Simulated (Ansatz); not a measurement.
The system is CuAu3.

```
Au Cu
1.0
     3.98000    0.00000    0.00000
     0.00000    3.98000    0.00000
     0.00000    0.00000    3.98000
Au Cu
3 1
Direct
  0.50000 0.50000 0.00000
  0.50000 0.00000 0.50000
  0.00000 0.50000 0.50000
  0.00000 0.00000 0.00000
```

| Property | Result |
| --- | --- |
| Program | Ansatz 0.2.0 |
| Task | relaxation of cell and atoms |
| Functional | PBEsol |
| Dispersion | D3(BJ) |
| Potentials or basis | Ansatz PAW |
| Cutoff | 420 eV (not typed: the program's choice for these potentials) |
| k mesh | 7 × 7 × 7 |
| Occupations | fermi-dirac, width 0.05 eV |
| Spin | no spin polarisation |

At the start: volume 15.76 Å³/atom.

Task: How do energy, volume and symmetry change on relaxing?

Result: It ends after 5 steps and the volume is 15.13 Å³/atom (-4.0 %); space group Pm-3m (No. 221, to 0.05 Å).

Step by step:
| step | energy change (eV) | largest force (eV/Å) | volume (Å³) |
| --- | --- | --- | --- |
| 1 | 0.0000 | 0.0000 | 63.04 |
| 2 | -0.0591 | 0.0000 | 60.83 |
| 3 | -0.0601 | 0.0000 | 60.50 |
| 4 | -0.0601 | 0.0000 | 60.53 |
| 5 | -0.0590 | 0.0000 | 60.53 |

Final structure:
```cif
data_structure
_symmetry_space_group_name_H-M 'P 1'
_symmetry_Int_Tables_number 1
_cell_length_a 3.9264
_cell_length_b 3.9264
_cell_length_c 3.9264
_cell_angle_alpha 90.000
_cell_angle_beta 90.000
_cell_angle_gamma 90.000
_cell_volume 60.53
loop_
_atom_site_label
_atom_site_type_symbol
_atom_site_fract_x
_atom_site_fract_y
_atom_site_fract_z
_atom_site_occupancy
Au1 Au 0.50000 0.50000 0.00000 1
Au2 Au 0.50000 0.00000 0.50000 1
Au3 Au 0.00000 0.50000 0.50000 1
Cu1 Cu 0.00000 0.00000 0.00000 1
```

Caveat: the plane-wave basis is chosen anew once the cell has moved, so the energies of steps on either side of that aren't comparable; pairwise dispersion overbinds metals, which lowers pressure and volume; the PAW data sets come from PBE, with cores solved anew for the run's functional, which leaves a small shift of forces and pressure.
